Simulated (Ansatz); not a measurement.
# Fe_Si in SiC (F-43m): charge-transition levels and formation energies

Wanted: the transition levels of a substitutional impurity in SiC (F-43m), from a cell of 54 host atoms with 1 Si taken out and 1 Fe put in.

Method: place-levels on r2SCAN runs: charge-transition levels and formation energies with image-charge correction and potential alignment at the atomic sites; PAW set soft_1, in Ansatz 0.2.0.

**What experiment says.**

“Insight into the structural, elastic and electronic properties of a new orthorhombic 6O-SiC polytype” (2020, pmc:7200658) quotes from earlier work for SiC, cubic 3C zincblende (literature value): band gap (indirect gap) 2.4 eV [literature value; measurement temperature and method not stated].

### 1. Set-up

The cell holds 54 atoms: 26 Si, 27 C and 1 Fe. Its edges and angles: a = 9.242 Å, b = 9.242 Å, c = 9.242 Å, α = 60.0°, β = 60.0°, γ = 60.0°. It derives from SiC (space group F-43m). Nearest the centre at fractional (0.333, 0.667, 0.667): Fe35 at 0.00 Å, C30 at 1.89 Å, C34 at 1.89 Å, C36 at 1.89 Å, C18 at 1.89 Å, Si25 at 3.08 Å, Si23 at 3.08 Å, Si13 at 3.08 Å.

As a file:

```xyz
54
Lattice="0.0000 6.5349 6.5349 6.5349 0.0000 6.5349 6.5349 6.5349 0.0000" Properties=species:S:1:pos:R:3 pbc="T T T"
Si    0.0000    0.0000    0.0000
C     1.0891    1.0891    1.0891
Si    2.1783    2.1783    0.0000
C     3.2674    3.2674    1.0891
Si    4.3566    4.3566    0.0000
C     5.4457    5.4457    1.0891
Si    2.1783    0.0000    2.1783
C     3.2674    1.0891    3.2674
Si    4.3566    2.1783    2.1783
C     5.4457    3.2674    3.2674
Si    6.5349    4.3566    2.1783
C     7.6240    5.4457    3.2674
Si    4.3566    0.0000    4.3566
C     5.4457    1.0891    5.4457
Si    6.5349    2.1783    4.3566
C     7.6240    3.2674    5.4457
Si    8.7132    4.3566    4.3566
C     9.8023    5.4457    5.4457
Si    0.0000    2.1783    2.1783
C     1.0891    3.2674    3.2674
Si    2.1783    4.3566    2.1783
C     3.2674    5.4457    3.2674
Si    4.3566    6.5349    2.1783
C     5.4457    7.6240    3.2674
Si    2.1783    2.1783    4.3566
C     3.2674    3.2674    5.4457
Si    4.3566    4.3566    4.3566
C     5.4457    5.4457    5.4457
Si    6.5349    6.5349    4.3566
C     7.6240    7.6240    5.4457
Si    4.3566    2.1783    6.5349
C     5.4457    3.2674    7.6240
Si    6.5349    4.3566    6.5349
C     7.6240    5.4457    7.6240
Fe    8.7132    6.5349    6.5349
C     9.8023    7.6240    7.6240
Si    0.0000    4.3566    4.3566
C     1.0891    5.4457    5.4457
Si    2.1783    6.5349    4.3566
C     3.2674    7.6240    5.4457
Si    4.3566    8.7132    4.3566
C     5.4457    9.8023    5.4457
Si    2.1783    4.3566    6.5349
C     3.2674    5.4457    7.6240
Si    4.3566    6.5349    6.5349
C     5.4457    7.6240    7.6240
Si    6.5349    8.7132    6.5349
C     7.6240    9.8023    7.6240
Si    4.3566    4.3566    8.7132
C     5.4457    5.4457    9.8023
Si    6.5349    6.5349    8.7132
C     7.6240    7.6240    9.8023
Si    8.7132    8.7132    8.7132
C     9.8023    9.8023    9.8023
```

The host's dielectric constants go in as inputs: 7.06 for the electrons alone, 10.43 with the ions, computed on the host (DFPT, PBEsol, on the r2SCAN cell), and a cell off the functional's own equilibrium shifts the ionic part.

The cell's shortest repeat is 9.2 Å.

### 2. Charge states

A transition level is the Fermi level at which two charge states cost the same, so each charge needs its own total energy, at its own relaxed structure.

Random displacements of about 0.05 Å break the site symmetry at the start, so that the relaxation can reach a distorted minimum if there is one. Forces are taken on a 2×2×2 shifted mesh. The cell holds 1 electron more than the neutral one, with a uniform background that keeps it neutral on the whole. The electron count is odd, so at least one spin is unpaired; this run locks the moment at 1 μB.

The sampling was tested on the host first: at the k-points planned (1x1x1 shifted 0.25 0.25 0.25) its energy lies 0.119 eV an atom from the dense-mesh value, so the final energies take a denser sampling.

One of the inputs; charge, spin and start change from state to state.

The input, qm1_M1.relax/input.yaml:

```yaml
crystal:
  lattice:
    - [0.0, 2.17829624, 2.17829624]
    - [2.17829624, 0.0, 2.17829624]
    - [2.17829624, 2.17829624, 0.0]
  atoms:
    - { symbol: Si, position: [0.0, 0.0, 0.0] }
    - { symbol: C, position: [0.25, 0.25, 0.25] }
  supercell: [3, 3, 3]
  defects: [{ substitution: { at: 34, symbol: Fe } }]
total_charge: -1
basis:
  ecutwfc: 500
  xc_grid: 2
hamiltonian:
  xc: r2scan
  pseudopotentials: { kind: paw, azcp: { folder: soft_1 } }
kpoints:
  mp_grid: { grid: [2, 2, 2], shift: [0.5, 0.5, 0.5] }
magnetization:
  spin_polarized: true
  initial_magnetization: 1
  spin_locking: { lock_magnetization: hard }
scf:
  occupations: { method: fixed }
  max_iter: 80
output:
  forces: true
  charged_corrections: { epsilon: 7.06, static_epsilon: 10.43 }
relax:
  f_tol: 0.02
  max_steps: 80
  random_displacement: { amplitude: 0.05, seed: 3695 }
checkpoint:
  write: "../qm1_M1.relax.run"
  compress: false
  write_wavefunctions: true
  write_every: 100000
```

Launch:

```
$ ansatz run input.yaml --threads 4 --pin off --max-ram 7536MiB --backend cpu --events-out ev --progress --plain --runs-dir out
```

The run of this state that the levels use, under r2SCAN:

The input, qm1_M1.point/input.yaml:

```yaml
crystal:
  checkpoint: "../qm1_M1.relax.run"
  host: checkpoint
total_charge: -1
basis:
  ecutwfc: 500
  xc_grid: 2
hamiltonian:
  xc: r2scan
  pseudopotentials: { kind: paw, azcp: { folder: soft_1 } }
kpoints:
  mp_grid: { grid: [2, 2, 2], shift: [0.5, 0.5, 0.5] }
magnetization:
  spin_polarized: true
  initial_magnetization: 1
  spin_locking: { lock_magnetization: hard }
scf:
  occupations: { method: fixed }
  max_iter: 80
output:
  forces: true
  eigenvalues: true
  charged_corrections:
    epsilon: 7.06
    static_epsilon: 10.43
    defect_position: [0.333333, 0.666667, 0.666667]
  eigenstates: { localisation: true }
  populations: true
  efg: {}
checkpoint:
  read: "../qm1_M1.relax.run"
  write: "../qm1_M1.point.run"
  compress: false
  write_wavefunctions: false
  write_every: 100000
```

Relaxations under r2SCAN at a 2×2×2 shifted mesh; times on 4 threads of Arm Neoverse V1, shared host:

```
charge  moment (μB)  occupations    outcome  steps  largest displacement against the far atoms (Å)     time
    −1            1        fixed  converged      8                                            0.07   15 min
     0            0        fixed  converged      5                                            0.01  2.5 min
     0            2        fixed  converged      5                                            0.06  6.4 min
    +1            1        fixed  converged      7                                            0.03  8.2 min
```

Single points under r2SCAN at a 2×2×2 shifted mesh; times on 4 threads of Arm Neoverse V1, shared host:

```
charge  moment (μB)  occupations    outcome  time
    −1            1        fixed  converged  67 s
     0            0        fixed  converged  26 s
     0            2        fixed  converged  59 s
    +1            1        fixed  converged  61 s
```

Distances (Å) from Fe35 to the nearest atoms after relaxation with r2SCAN:

```
charge  moment (μB)      1.      2.      3.      4.       5.       6.
    −1            1  C 1.93  C 1.93  C 1.93  C 1.94  Si 3.06  Si 3.06
     0            0  C 1.90  C 1.90  C 1.90  C 1.90  Si 3.08  Si 3.08
     0            2  C 1.94  C 1.94  C 1.94  C 1.94  Si 3.07  Si 3.07
    +1            1  C 1.88  C 1.89  C 1.89  C 1.89  Si 3.08  Si 3.09
```

### 3. Levels against the band edges, r2SCAN

A charged cell interacts with its images and the background, and its potential has another zero than the host's. place-levels removes the first by a point-charge model, screened by the static dielectric constant since the ions have relaxed around the charge, and the second by comparing potentials at atoms far from the defect.

The host is a run of the defect-free crystal in the same cutoffs, grids and k-points, so that basis and sampling errors cancel in part in the differences. The host is run in a cell of 2 atoms on a matching mesh. Its band edges are searched through the zone by a band path, so the gap is smaller than, or equal to, that on the mesh. Chemical potentials are energies per atom of Si (diamond) and Fe (bcc), run with the same functional and cutoff.

The input, levels.point.yaml:

```yaml
host:
  run: host.point.run
states: [qm1_M1.point.run, q0.point.run, q0_M2.point.run, qp1_M1.point.run]
geometry_from:
  qm1_M1.point.run: qm1_M1.relax.run
  q0.point.run: q0.relax.run
  q0_M2.point.run: q0_M2.relax.run
  qp1_M1.point.run: qp1_M1.relax.run
  host.point.run: host.relax.run
chemical_potentials:
  Si:
    energy: -639.06578
    dataset: <sha256 of the dataset>
  Fe:
    energy: -4485.887974
    dataset: "<sha256 of the dataset>"
epsilon: 7.06
static_epsilon: 10.43
vertical:
  - { from: qm1_M1.point.run, to: qm1_M1.point_neutral.run }
  - { from: qp1_M1.point.run, to: qp1_M1.point_neutral.run }
```

Launch:

```
$ ansatz place-levels levels.point.yaml -- --threads 4 --pin off --max-ram 7536MiB
```

Numbers of over 12 decimals in the logs are rounded to 6 here.

The program printed:

```text
[... repeated set-up lines and file paths are left out, and long positions are rounded to six places ...]
(+1/0) 0.512 eV above the valence edge, 1.199 eV under the conduction edge
(0/-1) 1.867 eV above the valence edge (+1.964 eV without the band-filling correction), in the conduction band
formation energy of charge +1: +3.213 eV with the Fermi level at the valence edge
formation energy of charge 0: +3.725 eV with the Fermi level at the valence edge
formation energy of charge -1: +5.592 eV with the Fermi level at the valence edge
vertical -1 to 0: no energy, since no alignment is typed
  the change from vertical[0].from (qm1_M1.point.run) to vertical[0].to (qm1_M1.point_neutral.run): by its spins about the atoms it stands at 0.334 0.687 0.667, with an rms radius of about 1.9 Å (1.1 1.1 1.1 Å across the planes of the cell's vectors); [...]
vertical +1 to 0: no energy, since no alignment is typed
  the change from vertical[1].from (qp1_M1.point.run) to vertical[1].to (qp1_M1.point_neutral.run): by its potential at epsilon 7.06 it stands at 0.375 0.710 0.708, with an rms radius of about 1.7 Å (1.0 1.0 1.0 Å across the planes of the cell's vectors); [...]
  edges by r2scan, gap 1.710 eV; the host is sampled to repeats of 18.48 Å
  the defect's cells are sampled to repeats of 18.48 Å, like sampling
  charge +1: -27918.9037 eV with its correction of +0.280 eV, at epsilon 10.43, aligned at sites: +0.0376 eV, mean over 19 atomic sites at or beyond 4.62 Å from the defect at [0.3333, 0.6667, 0.6667], with +0.000000 for the charge's moments and without [...]
  charge 0: +0.000 eV for its dipole among its images, +0.000 omitted
  charge -1: -27897.6733 eV with its correction of +0.128 eV, at epsilon 10.43, aligned at sites: +0.1143 eV, mean over 19 atomic sites at or beyond 4.62 Å from the defect at [0.3333, 0.6667, 0.6667], with -0.000000 for the charge's moments and without [...]
  charge 0: states[2] (q0_M2.point.run) stands 0.320 eV higher, with a moment of 2.00 μB against 0.00
  of states[3] (qp1_M1.point.run): its alignment with the host at atomic sites is doubtful: the mean over the far sites moves by -0.1781 eV from their farther parts to their nearer, more than 0.05 eV. [...]
  of states[1] (q0.point.run): its alignment with the host at atomic sites is doubtful: the mean over the far sites moves by -0.0566 eV from their farther parts to their nearer, more than 0.05 eV. [...]
  of states[0] (qm1_M1.point.run): a band-filling correction moves a carrier to the host's band edge, which changes its energy by -0.097 eV; [...]
  of states[2] (q0_M2.point.run): stability_check_not_made
  of vertical[0].from (qm1_M1.point.run): stability_check_not_made
  of vertical[1].from (qp1_M1.point.run): stability_check_not_made
```

Wall time 0.41 s (4 threads of Arm Neoverse V1, shared host).

Levels between the charges placed, in eV above the valence top:

```
        gap (eV)  (+1/0)  (0/−1)
r2SCAN      1.71    0.51    1.87
```

Corrections by state:

```
charge  moment (μB)  image terms and alignment (eV)  band filling (eV)  ε used  over the lowest of its charge, as the program ranks them, band filling apart (eV)
    +1          1.0                           0.280                  -   10.43                                                                              0.000
     0          0.0                           0.000                  -       -                                                                              0.000
    −1          1.0                           0.128             -0.097   10.43                                                                              0.000
     0          2.0                           0.000                  -       -                                                                              0.320
```

The charged structures listed were also run neutral, and place-levels reads from each pair, by the potential or the spins, how wide the charge is by which they differ; that can be the carrier of either run.

```
charge  rms radius (Å)  spread where it is widest against the cell (Å)  wide from (Å)  reading
    +1             1.7                                            0.99           1.31   narrow
    −1             1.9                                            1.11           1.31   narrow
```

The neutral runs of these pairs need not share the spin of the lowest neutral state, and very wide values only mean spread over the cell.

From the program's caveats on the states, each cut to its opening words:

- charge +1 (1 μB): its alignment with the host at atomic sites is doubtful: the mean over the far sites moves by -0.1781 eV from their farther parts to their nearer, more than [...]
- charge +1 (1 μB), −1 (1 μB), 0 (2 μB): flagged: stability check not made
- charge 0: its alignment with the host at atomic sites is doubtful: the mean over the far sites moves by -0.0566 eV from their farther parts to their nearer, more than [...]
- charge −1 (1 μB): a band-filling correction moves a carrier to the host's band edge, which changes its energy by -0.097 eV
- charge −1 (1 μB): its alignment with the host at atomic sites is doubtful: the mean over the far sites moves by +0.0787 eV from their farther parts to their nearer, more than [...]

The host's formation energy from the elements is -0.356 eV per atom; it sets how far the chemical potentials can move.

Limit set by the element alone; other compounds of these elements are not counted. Chemical potentials from the elements' reference states: C 0.00 eV, Si -0.71 eV, Fe 0.00 eV. Formation energy by charge state (C-rich; gap 1.71 eV):

```
charge  at valence top (eV)  at conduction bottom (eV)  correction included (eV)
    +1                 2.50                       4.21                      0.28
     0                 3.01                       3.01                      0.00
    −1                 4.88                       3.17                      0.03
```

Fermi level (eV), lowest formation energy (eV) and a bar from the least value:
```
     0.00       2.50 
     0.16       2.66 #########
     0.31       2.81 ##################
     0.47       2.97 ###########################
     0.62       3.01 ##############################
     0.78       3.01 ##############################
     0.93       3.01 ##############################
     1.09       3.01 ##############################
     1.24       3.01 ##############################
     1.40       3.01 ##############################
     1.55       3.01 ##############################
     1.71       3.01 ##############################
```

Limit set by the element alone; other compounds of these elements are not counted. Chemical potentials from the elements' reference states: Si 0.00 eV, C -0.71 eV, Fe 0.00 eV. Formation energies (Si-rich), with the Fermi level at the valence top and at the conduction bottom (gap 1.71 eV):

```
charge  at valence top (eV)  at conduction bottom (eV)  correction included (eV)
    +1                 3.21                       4.92                      0.28
     0                 3.72                       3.72                      0.00
    −1                 5.59                       3.88                      0.03
```

Fermi level (eV), lowest formation energy (eV) and a bar from the least value:
```
     0.00       3.21 
     0.16       3.37 #########
     0.31       3.52 ##################
     0.47       3.68 ###########################
     0.62       3.72 ##############################
     0.78       3.72 ##############################
     0.93       3.72 ##############################
     1.09       3.72 ##############################
     1.24       3.72 ##############################
     1.40       3.72 ##############################
     1.55       3.72 ##############################
     1.71       3.72 ##############################
```

### 4. Summary of results

```
gap of the host                                                          : 1.71 eV (r2SCAN)
level (plus 1/0)                                                         : 0.51 eV above the valence top
level (0/minus 1)                                                        : 1.87 eV above the valence top, past the conduction bottom (1.96 eV above the valence top without the band-filling term)
lowest of the charges placed, just above the valence top (0.02 eV)       : +1
lowest of the charges placed, just below the conduction bottom (0.02 eV) : 0
lowest formation energy at mid-gap of the charges run, C-rich            : 3.01 eV
lowest formation energy at mid-gap of the charges run, Si-rich           : 3.72 eV
```

What this shows: Of the charges placed (−1, 0 and +1), the lowest changes at 0.51 eV (+1/0) above the valence top, in a gap of 1.71 eV. Charges above +1 were not placed, so these runs say nothing of levels that involve them. States placed: +1 at 1 μB; 0 at 0 μB and 2 μB; −1 at 1 μB. Other spin states or structures, where not listed, weren't placed. The program finds carriers beyond a band edge of the host and adds a band-filling term at charge −1 (-0.10 eV); steps to such a charge show no bound level, and a defect level inside a band would be read the same way. Fe is taken at its element; compounds, which aren't counted here, bound the chemical potentials and would shift these formation energies. The program doubts the alignment of potentials for at least one state, a sign that the cell is small. Keep in mind: r2SCAN makes the gap too small and tends to spread out bound carriers.

Computed beside measured:

```
                             quantity  measured           r2SCAN
band gap (least gap of the host) (eV)       2.4  1.71 (-0.69 eV)
```

Measured values from pmc:7200658 (2020).

How well it matches: The band gap is off by -0.69 eV: a clear miss. Local and semilocal functionals usually give gaps below the measured ones. Zero-point and thermal motion shift the measured gap.

[Logs are printed without paths, hosts, clocks, repeated set-up lines and the standing remarks that a program may print on its own settings, such as how far it seeks lower states.]

[Hosts, paths, dates, database ids (printed as entryN), source tags and the programs' standing remarks are cut or masked in the printed files.]

[Where a table of states has a column of steps, it counts the stored structures, which are thinned; the runs took as many ionic steps or more.]

[A defect's name tells the site on which it was built; relaxed atoms can leave that site.]

[For some hosts the program warned that the k-mesh of the response run may be too coarse for force constants and the static dielectric constant; such warnings are not shown here.]
